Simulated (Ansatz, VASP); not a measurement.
## Two plane-wave programs on Rb

File INCAR:

```
SYSTEM = Rb
ALGO     = Fast           ! electronic algorithm
EDIFF    = 1E-7           ! SCF threshold, eV
ENCUT    = 520            ! plane-wave cutoff, eV
GGA      = PE             ! functional
ISIF     = 2              ! what is computed and relaxed
ISMEAR   = 0              ! smearing method
LASPH    = .TRUE.         ! aspherical terms in the spheres
LCHARG   = .FALSE.        ! write CHGCAR
LREAL    = .FALSE.        ! projectors in reciprocal space
LWAVE    = .FALSE.        ! write WAVECAR
NBANDS   = 10             ! bands
NELM     = 80             ! most SCF steps
PREC     = Accurate       ! precision mode
SIGMA    = 0.15           ! smearing width, eV
```

The input KPOINTS:

```
k-points
0
G
  14 14 14
  0 0 0
```

Contents of POSCAR:

```
Rb
1.0
   -2.8850835259      2.8850835259      2.6542768438
    2.8850835259     -2.8850835259      2.6542768438
    2.8850835259      2.8850835259     -2.6542768438
Rb
1
Direct
    0.0000000000      0.0000000000      0.0000000000
```

Input for Ansatz:

```yaml
crystal:
  lattice:
    - [-2.8850835259, 2.8850835259, 2.6542768438]
    - [2.8850835259, -2.8850835259, 2.6542768438]
    - [2.8850835259, 2.8850835259, -2.6542768438]
  atoms:
    - { symbol: Rb, position: [0.0, 0.0, 0.0] }
basis:
  ecutwfc: 420
kpoints:
  mp_grid: { grid: [14, 14, 14] }
hamiltonian:
  xc: pbe
scf:
  occupations: { method: gaussian, width: 0.15 }
output:
  forces: true
  stress: true
  eigenvalues: true
```

Alike in both runs: task single point; functional PBE; k mesh 14 × 14 × 14; occupations gaussian, width 0.15 eV; no spin polarisation.

|  | VASP | Ansatz |
| --- | --- | --- |
| version | VASP 6.6.1 | Ansatz 0.2.0 |
| potentials or method | VASP PAW PBE potentials, release 64 (Rb_sv) | scalar-relativistic, plane waves, PAW |
| plane-wave cutoff (eV) | 520 | 420 |
| valence electrons in the cell | 9 | 9 |

```csv
,VASP,Ansatz,Ansatz less VASP
gap on the k mesh at the Fermi level (eV),none,none,-
pressure (GPa),0.1,0.1,0.00
```

A gap of «none» marks a metal or a gap that the smearing closes.
